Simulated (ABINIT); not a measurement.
A run of ABINIT 10.8.3 (patched build):

Contents of run.abi:

```
# Pseudopotentials
pp_dirpath "./"
pseudos "Co.GGA_PBE-JTH.xml"

# Structure
acell 3*1.0
rprim
     4.7004383835     0.0000000000     0.0000000000
    -2.3502191917     4.0706990490     0.0000000000
     0.0000000000     0.0000000000     7.6785043265
ntypat 1
znucl 27
natom 2
typat 1 1
xred
     0.3333333333     0.6666666667     0.7401390000
     0.6666666667     0.3333333333     0.2598610000

# Plane-wave basis
ecut 26.0
pawecutdg 48.0
pawxcdev 0

# k points
kptopt 1
ngkpt 12 12 7
nshiftk 1
shiftk 0.0 0.0 0.0

# Exchange and correlation
ixc 11

# Bands and occupations
nband 22
occopt 3
tsmear 0.05 eV

# Spin
nsppol 2
spinat
     0.0000000000     0.0000000000     5.0000000000
     0.0000000000     0.0000000000     5.0000000000

# SCF cycle
nstep 100
tolvrs 1.0e-9

# Output
iomode 3
prtwf 0
prteig 0
prtebands 0
enunit 2
prtden 1
prtvha 1
prtvclmb 1
prtpot 1
```

Potentials or basis: JTH PAW PBE v2.0.

The run is started by

```console
$ abinit run.abi > log 2>&1
```

Hardware: 1 thread of Arm Neoverse V1, on a shared host.

Problem. Estimate the wall time of this run.

Solution. It took 3.3 min on 1 thread of Arm Neoverse V1, on a shared host, peak memory 0.23 GiB. Counts: scf iterations 16, mpi ranks 1, k points 112, bands 22, plane waves 960.
